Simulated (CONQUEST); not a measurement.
# PbS (Galena) (Fm-3m) in CONQUEST: equation of state, part 2 of 2

CONQUEST 1.3.

**5. Equation of state, PBE, 26.09 Å³/atom**

Conquest_input reads:

```
IO.Title PbS
IO.Coordinates coords.dat
IO.FractionalAtomicCoords T
IO.Iprint 2
IO.Iprint_init 1
General.NumberOfSpecies 2
General.PseudopotentialType hamann
AtomMove.TypeOfRun static
AtomMove.FullStress T
Grid.PointsAlongX 40
Grid.PointsAlongY 40
Grid.PointsAlongZ 60
DM.SolutionMethod diagon
Diag.MPMesh T
Diag.GammaCentred T
Diag.MPMeshX 6
Diag.MPMeshY 6
Diag.MPMeshZ 5
Diag.kT 0.00183747
minE.SCTolerance 1e-6
SC.MaxIters 100
IO.AtomChargeOutput T
%block ChemicalSpeciesLabel
1 207.200 Pb
2 32.070 S
%endblock
```

coords.dat reads:

```
    7.9258966308     0.0000000000     0.0000000000
    0.0000000000     7.9258966308     0.0000000000
    0.0000000000     0.0000000000    11.2089105082
4
  0.0000000000   0.0000000000   0.0000000000 1 T T T
  0.5000000000   0.5000000000   0.5000000000 1 T T T
  0.0000000000   0.0000000000   0.5000000000 2 T T T
  0.5000000000   0.5000000000   0.0000000000 2 T T T
```

Potentials or basis: PseudoDojo NC PBE, DZP, grid of 40 × 40 × 60 points.

Started as:

```console
$ Conquest
```

The log of the run:

```text
Simulation cell dimensions:     7.9259 a0 x     7.9259 a0 x    11.2089 a0

      Atomic coordinates (a0)
         Atom         X         Y         Z  Species
            1    0.0000    0.0000    0.0000        1
            2    3.9629    3.9629    5.6045        1
            3    0.0000    0.0000    5.6045        2
            4    3.9629    3.9629    0.0000        2

         Monkhorst-Pack mesh:   6 x   6 x   5 gamma-centred
        This calculation includes non-local pseudopotentials,
         with a maximum core radius of      7.54117217

    Job title: PbS
    Job to be run: static calculation

[... 5 lines left out ...]
      Using Fermi-Dirac smearing

    Integration grid size:     40 x   40 x   60

    Integration grid spacing:  0.198 a0 x 0.198 a0 x 0.187 a0

    Number of species:  2
    --------------------------------------------------------
    |   #  mass (au)  Charge (e)  SF Rad (a0)  NSF  Label  |
    --------------------------------------------------------
    |   1    207.200      14.000        7.926   18  Pb     |
    |   2     32.070       6.000        6.341   13  S      |
    --------------------------------------------------------
          SCF tolerance:                 0.00000100
          SCF iterations:               100

    The functional used will be GGA PBE96

           radial cut-off to be used is taken to be max PAO cut-off radius for this species:    7.541172

           greatest ang. mom. for making density from PAOs:  2

           radial cut-off to be used is taken to be max PAO cut-off radius for this species:    6.083497

           greatest ang. mom. for making density from PAOs:  2
    Minimum blocs/proc is     1500. Maximum blocs/proc is     1500
    set_atom_dens: In set_atomic_density, electrons :      40.000000000000
 matrix_size & matrix_size_padH =           62          62

    Screened ion int: energy:    -123.037203466192 Ha

    new_SC_potl: Starting.  Tolerance:  0.10000E-05

    PulayMixSC: Starting Pulay mixing, A_up =  0.500 A_dn =  0.500
    PulayMixSC: Spin non-polarised calculation.
          Harris-Foulkes Energy            :      -162.921405773142965 Ha
          (TS=0 as O(N) or entropic contribution is negligible)
          DFT Total Energy                 :      -162.824905247915524 Ha
          Total number of electrons        :        39.999999999999723
    PulayMixSC: Pulay iteration     1 residual:              0.24569E-02
          Harris-Foulkes Energy            :      -162.887413747154881 Ha
          GroundState Energy (E-(1/2)TS)   :      -162.887415252442878 Ha
          Free Energy (E-TS)               :      -162.887416757730904 Ha
          DFT Total Energy                 :      -162.876964915928170 Ha
          Total number of electrons        :        40.000025050587666
    PulayMixSC: Pulay iteration     2 residual:              0.11757E-02
          Harris-Foulkes Energy            :      -162.883628910485982 Ha
          GroundState Energy (E-(1/2)TS)   :      -162.883629298611737 Ha
          Free Energy (E-TS)               :      -162.883629686737521 Ha
          DFT Total Energy                 :      -162.883627722208018 Ha
          Total number of electrons        :        40.000036282654747
    PulayMixSC: Pulay iteration     3 residual:              0.36876E-03
          Harris-Foulkes Energy            :      -162.883664956145736 Ha
          GroundState Energy (E-(1/2)TS)   :      -162.883665264624256 Ha
          Free Energy (E-TS)               :      -162.883665573102775 Ha
          DFT Total Energy                 :      -162.883649284900031 Ha
          Total number of electrons        :        40.000056381821729
    PulayMixSC: Pulay iteration     4 residual:              0.44327E-04
          Harris-Foulkes Energy            :      -162.883658474100883 Ha
          GroundState Energy (E-(1/2)TS)   :      -162.883658769983896 Ha
          Free Energy (E-TS)               :      -162.883659065866937 Ha
          DFT Total Energy                 :      -162.883657782885706 Ha
          Total number of electrons        :        40.000054642793209
    PulayMixSC: Pulay iteration     5 residual:              0.10218E-04
          Harris-Foulkes Energy            :      -162.883658604859079 Ha
          GroundState Energy (E-(1/2)TS)   :      -162.883658904387005 Ha
          Free Energy (E-TS)               :      -162.883659203914902 Ha
          DFT Total Energy                 :      -162.883658351823499 Ha
          Total number of electrons        :        40.000054680643586
    PulayMixSC: Pulay iteration     6 residual:              0.47288E-05
          Harris-Foulkes Energy            :      -162.883658450781468 Ha
          GroundState Energy (E-(1/2)TS)   :      -162.883658748723207 Ha
          Free Energy (E-TS)               :      -162.883659046664917 Ha
          DFT Total Energy                 :      -162.883658450620203 Ha
          Total number of electrons        :        40.000055108806698
    PulayMixSC: Pulay iteration     7 residual:              0.15821E-06
    PulayMixSC: Reached SCF tolerance of  0.15821E-06 after      7 iterations
      | Number of electrons      =        40.000055
      |* band energy as 2Tr[K.H] =       -22.904027147049899 Ha
      |  screened ion-ion energy =      -123.037203466191755 Ha
      |  Ha correction           =         0.607589055214720 Ha
      |  XC correction           =       -17.550011120750085 Ha
      | GS Energy as E-(1/2)TS   =      -162.883658748723207 Ha
      | Free Energy as E-TS      =      -162.883659046664917 Ha
      |* Harris-Foulkes energy   =      -162.883658450781468 Ha
      |* DFT total energy        =      -162.883658450620203 Ha
      |  estimated accuracy      =        -0.000000000161265 Ha

    force: Forces on atoms (Ha/a0)
    force:  Atom   X              Y              Z
    force:     1   0.0000000000   0.0000000000  -0.0000000000
    force:     2   0.0000000000   0.0000000000   0.0000000000
    force:     3   0.0000000000   0.0000000000   0.0000000000
    force:     4  -0.0000000000   0.0000000000  -0.0000000000

    force: Maximum force :        0.00000000(Ha/a0) on atom         1 in z direction
    force: Force Residual:        0.00000000 Ha/a0
    force: Total stress:         -2.78147415     0.00000000     0.00000000 GPa
                             0.00000000    -2.78147415    -0.00000000
                             0.00000000    -0.00000000    -2.78422562
    force: Average pressure:      2.78239130 GPa

    force: Finished force
    get_E_and_F: Change in energy during last step of electronic optimisation:  0.15408E-06

    BIBLIOGRAPHY: Please consider citing the following references in the conquest.bib file

    CONQUEST:         Bowler2002pt, Miyazaki2004, Nakata2020
    Basis:            Bowler2019
    DM:               Bowler:2006xr
    Pseudopotentials: Hamann2013, Bowler2019
    XC functional:    Perdew1996
```

Wall time 25 s (1 thread of AMD EPYC 9B45 (Zen 5), shared host); peak memory 0.58 GiB.

What came out:

```yaml
Free_energy: -4432.2902 eV
Pressure: 2.8 GPa
Mulliken_charges: Pb +0.64; S -0.64 e
```

Caveat: Mulliken charges move with the basis; this odd mesh misses L, where the gap lies, so gap, dielectric constants and Born charges aren't listed; the basis of atomic orbitals isn't converged, which shifts pressures, moduli and gaps.

**6. Equation of state, PBE, 26.61 Å³/atom (volume scaled by 1.02)**

Conquest_input is that of step 5.

coords.dat reads:

```
    7.9783875422     0.0000000000     0.0000000000
    0.0000000000     7.9783875422     0.0000000000
    0.0000000000     0.0000000000    11.2831438671
4
  0.0000000000   0.0000000000   0.0000000000 1 T T T
  0.5000000000   0.5000000000   0.5000000000 1 T T T
  0.0000000000   0.0000000000   0.5000000000 2 T T T
  0.5000000000   0.5000000000   0.0000000000 2 T T T
```

Potentials or basis: PseudoDojo NC PBE, DZP, grid of 40 × 40 × 60 points.

Started as:

```console
$ Conquest
```

It took 23 s on 1 thread of AMD EPYC 9B45 (Zen 5), shared host; peak memory 0.55 GiB.

The run converged. Its results:

* Free energy: -4432.3185 eV
* Pressure: 1.6 GPa
* Mulliken charges: Pb +0.63; S -0.63 e

Caveat: Mulliken charges move with the basis; this odd mesh misses L, where the gap lies, so gap, dielectric constants and Born charges aren't listed; the basis of atomic orbitals isn't converged, which shifts pressures, moduli and gaps; the real-space grid breaks the cell's symmetry a little.

**7. Equation of state, PBE, 27.13 Å³/atom (volume scaled by 1.04)**

Conquest_input is that of step 6.

coords.dat reads:

```
    8.0301967053     0.0000000000     0.0000000000
    0.0000000000     8.0301967053     0.0000000000
    0.0000000000     0.0000000000    11.3564130881
4
  0.0000000000   0.0000000000   0.0000000000 1 T T T
  0.5000000000   0.5000000000   0.5000000000 1 T T T
  0.0000000000   0.0000000000   0.5000000000 2 T T T
  0.5000000000   0.5000000000   0.0000000000 2 T T T
```

Started as:

```console
$ Conquest
```

It took 23 s on 1 thread of AMD EPYC 9B45 (Zen 5), shared host; peak memory 0.55 GiB.

The run converged. Its results:

* Free energy: -4432.3309 eV
* Pressure: 0.4 GPa
* Mulliken charges: Pb +0.62; S -0.62 e

Caveat: Mulliken charges move with the basis; this odd mesh misses L, where the gap lies, so gap, dielectric constants and Born charges aren't listed; the basis of atomic orbitals isn't converged, which shifts pressures, moduli and gaps; the real-space grid breaks the cell's symmetry a little.

**8. Equation of state, PBE, 27.65 Å³/atom (volume scaled by 1.06)**

Conquest_input is that of step 7.

coords.dat reads:

```
    8.0813458340     0.0000000000     0.0000000000
    0.0000000000     8.0813458340     0.0000000000
    0.0000000000     0.0000000000    11.4287488796
4
  0.0000000000   0.0000000000   0.0000000000 1 T T T
  0.5000000000   0.5000000000   0.5000000000 1 T T T
  0.0000000000   0.0000000000   0.5000000000 2 T T T
  0.5000000000   0.5000000000   0.0000000000 2 T T T
```

Started as:

```console
$ Conquest
```

It took 23 s on 1 thread of AMD EPYC 9B45 (Zen 5), shared host; peak memory 0.55 GiB.

It converged, with:

```yaml
Free_energy: -4432.3293 eV
Pressure: -0.6 GPa
Mulliken_charges: Pb +0.61; S -0.61 e
```

Caveat: Mulliken charges move with the basis; this odd mesh misses L, where the gap lies, so gap, dielectric constants and Born charges aren't listed; the basis of atomic orbitals isn't converged, which shifts pressures, moduli and gaps; the real-space grid breaks the cell's symmetry a little.

**9. Equation of state, PBE**

Potentials or basis: PseudoDojo NC PBE, DZP, grid of 40 × 40 × 60 points.

No new run: the results of the series are fitted here.

Results:

- Equilibrium volume: 27.33 Å³/atom
- Bulk modulus: 55 GPa
- Pressure derivative of the bulk modulus: 3.9 (rough: it moves with the points fitted)

Energy against volume, from the lowest point:
```csv
volume (Å³/atom),energy (meV/atom)
24.521,58.54
25.042,37.35
25.564,21.49
26.086,10.18
26.607,3.10
27.129,0.00
27.651,0.38
```

Caveat: this odd mesh misses L, where the gap lies, so gap, dielectric constants and Born charges aren't listed; the DZP basis gives volumes some 2 % larger than converged bases do, and moduli off by several per cent; the basis of atomic orbitals isn't converged, which shifts pressures, moduli and gaps.
